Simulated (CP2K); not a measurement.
Be under changes of volume

One of the cells (8.105 Å³/atom); the others are scaled copies at fixed shape and fractional positions:

```
Be
1.0
     2.28530    0.00000    0.00000
    -1.14265    1.97913    0.00000
     0.00000    0.00000    3.58420
Be
2
Direct
  0.66667 0.33333 0.75000
  0.33333 0.66667 0.25000
```

| Item | Value |
| --- | --- |
| Program | CP2K 2026.2 |
| Functional | PBE |
| Potentials or basis | POTENTIAL_UZH Be GTH-PBE-q4; TZVP-MOLOPT-PBE-GTH basis |
| Density cutoff | 11565 eV |
| k mesh | 13 × 13 × 8 |
| Occupations | fermi-dirac, width 0.05 eV |
| Spin | no spin polarisation |

```tsv
volume (Å³/atom)	energy over the lowest point (meV/atom)	pressure (GPa)
7.619	6.05	5.9
7.781	1.61	3.0
7.943	0.00	0.3
8.105	0.95	-2.2
8.268	?	?
8.430	9.81	-6.4
8.592	17.32	-8.3
```

**Question.** What does the run at 8.268 Å³/atom give?

**Answer.** Energy over the lowest point 4.30 meV/atom; pressure -4.4 GPa.

Worked out: A Birch-Murnaghan fit of order 3 (a polynomial in V^(-2/3)) to the other rows has its minimum at 7.96 Å³/atom with B0 = V·E''(V) = 124 GPa and B' = 3.2 at fixed shape and positions, which overstates the stiffness. It gives 4.30 meV/atom at 8.268 Å³/atom, against the run's 4.30, and -dE/dV = -4.4 GPa, against -4.4.

Energies are extrapolated to zero smearing.

Caveats: the basis of atomic orbitals isn't converged, which shifts pressures, moduli and gaps.
